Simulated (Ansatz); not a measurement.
## NaCl: what symmetry allows forces and stress to be

```yaml
crystal:
  lattice:
    - [0.05663, 2.71630, 2.71630]
    - [2.77293, 0.00000, 2.77293]
    - [2.77293, 2.77293, 0.00000]
  atoms:
    - { symbol: Na, position: [0.00917, 0.99694, 0.99694] }
    - { symbol: Cl, position: [0.49083, 0.50306, 0.50306] }
```

The calculation used Ansatz, DFT PBE, scalar-relativistic, plane waves, PAW.

Cutoff 420 eV; k points 8×8×8 on the computed 2-atom cell (Γ-centred); Gaussian smearing, width 0.02 eV; no spin polarisation.

This distorted cell has space group R3m, with 6 operations.

Q: Without a calculation: in which directions can each atom feel a force?

A: A force must be left unchanged by every operation that keeps its atom in place, so it lies in the space that those operations leave fixed. Atoms that the group maps onto each other feel forces of one size.
```json
{"atom": "Na1", "site symmetry": "3m", "operations at the site": "6", "equivalent to atom": "1", "allowed force (Cartesian)": "along (0.58, -0.58, -0.58)"}
{"atom": "Cl2", "site symmetry": "3m", "operations at the site": "6", "equivalent to atom": "2", "allowed force (Cartesian)": "along (0.58, -0.58, -0.58)"}
```

That leaves 2 independent force components of 6, tied by 1 condition that the forces sum to zero, so 1 remains. A relaxation in this cell that keeps the symmetry moves the atoms in these directions alone.

Q: And the stress tensor?

A: It must be invariant under the point group, which leaves 2 independent components: xx = yy, xx = zz, yy = zz, xz = xy. Further linear relations between components hold in this frame.

Q: Do the computed values obey this?

A: Yes. Forces (eV/Å):
```
Na1  0.063 -0.063 -0.063
Cl2 -0.063  0.063  0.063
```

Stress (GPa, compression positive, xx yy zz yz xz xy): 3.44 3.44 3.44 0.23 -0.23 -0.23. The program imposes the same operations on density, forces and stress, so this confirms the analysis and is no independent test of the calculation.